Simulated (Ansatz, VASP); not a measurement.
Given: the input of a run of Ansatz 0.2.0 on BaTiO3. 

The input input.yaml:

```yaml
crystal:
  lattice:
    - [4.006, 0.0, 0.0]
    - [0.0, 4.006, 0.0]
    - [0.0, 0.0, 4.006]
  atoms:
    - { symbol: Ba, position: [0.5, 0.5, 0.5] }
    - { symbol: Ti, position: [0.0, 0.0, 0.0] }
    - { symbol: O, position: [0.0, 0.0, 0.5] }
    - { symbol: O, position: [0.0, 0.5, 0.0] }
    - { symbol: O, position: [0.5, 0.0, 0.0] }
hamiltonian:
  xc: pbe
  pseudopotentials: { kind: paw }
kpoints:
  mp_grid: { grid: [7, 7, 7] }
scf:
  occupations: { method: fermi_dirac, width: 0.05 }
output:
  forces: true
  stress: true
  eigenvalues: true
```

Potentials or basis: Ansatz PAW.

Run with:

```console
$ ansatz run input.yaml --threads 2 --pin off --max-ram 5120MiB --backend cpu --events-out ev --progress --plain --runs-dir out
```

Task: What does the same run look like in VASP 6.6.1? Potentials or basis there: PBE PAW files Ba_sv, O, Ti_sv, 520 eV.

Result: As run (cutoffs and basis follow the program's own potentials, and thresholds, step limits or extra output files can differ):

Contents of INCAR:

```
SYSTEM = BaTiO3
PREC = Accurate
ENCUT = 520
EDIFF = 1E-7
ISMEAR = -1
SIGMA = 0.05
LREAL = .False.
LASPH = .True.
NELM = 80
ALGO = Normal
ISIF = 2
LWAVE = .False.
LCHARG = .False.
GGA = PE
NBANDS = 28
```

Contents of KPOINTS:

```
Automatic mesh
0
Gamma
  7 7 7
  0 0 0
```

Contents of POSCAR:

```
BaTiO3
1.0
    4.0060000000      0.0000000000      0.0000000000
    0.0000000000      4.0060000000      0.0000000000
    0.0000000000      0.0000000000      4.0060000000
Ba Ti O
1 1 3
Direct
    0.5000000000      0.5000000000      0.5000000000
    0.0000000000      0.0000000000      0.0000000000
    0.0000000000      0.0000000000      0.5000000000
    0.0000000000      0.5000000000      0.0000000000
    0.5000000000      0.0000000000      0.0000000000
```

Potentials or basis: VASP PAW PBE potentials, release 64 (Ba_sv, Ti_sv, O).

The run is started by

```console
$ cat potpaw_PBE.64/Ba_sv/POTCAR potpaw_PBE.64/Ti_sv/POTCAR potpaw_PBE.64/O/POTCAR > POTCAR
$ mpirun -np 1 vasp_std > vasp.out
```

Both were run:

|  | Ansatz | VASP |
| --- | --- | --- |
| Pressure | 1.7 GPa | 3.4 GPa |

Ansatz's pressure holds a Pulay term of +0.55 GPa for its cutoff of 420 eV, which the other run lacks.

Where Ansatz's input types no cutoff or centring, it takes its own default and a Γ-centred mesh.

Pressure is positive in compression.
